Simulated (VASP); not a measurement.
C, 6 atoms in the cell. The cell holds a sheet with vacuum, 6 atoms: a = 2.461 Å, b = 2.461 Å, c = 24.700 Å, α = 90.00°, β = 90.00°, γ = 120.00°. The cell was built by a generator and needn't be a form met in nature.

| Quantity | Value |
| --- | --- |
| Program | VASP 6.6.1 |
| Task | work function |
| Functional | PBEsol |
| Potentials or basis | VASP PAW PBE potentials, release 64 (C) |
| Cutoff | 520 eV |
| k mesh | 18 × 18 × 1 |
| Occupations | fermi-dirac, width 0.05 eV |
| Spin | no spin polarisation |
| Further INCAR settings | ALGO = Fast; EDIFF = 1e-06 |

Potentials or basis: VASP PAW PBE potentials, release 64 (C).

Launch:

```bash
$ cat potpaw_PBE.64/C/POTCAR > POTCAR
$ mpirun -np 1 vasp_std > vasp.out
```

Hardware: 1 thread of Intel(R) Xeon(R) 6975P-C (Granite Rapids) (shared host).

Problem. Estimate the wall time of this run.

Solution. Wall time 110 s on 1 thread of Intel(R) Xeon(R) 6975P-C (Granite Rapids), on a shared host, peak memory 0.25 GiB. Counts: scf iterations 23, k points 37.
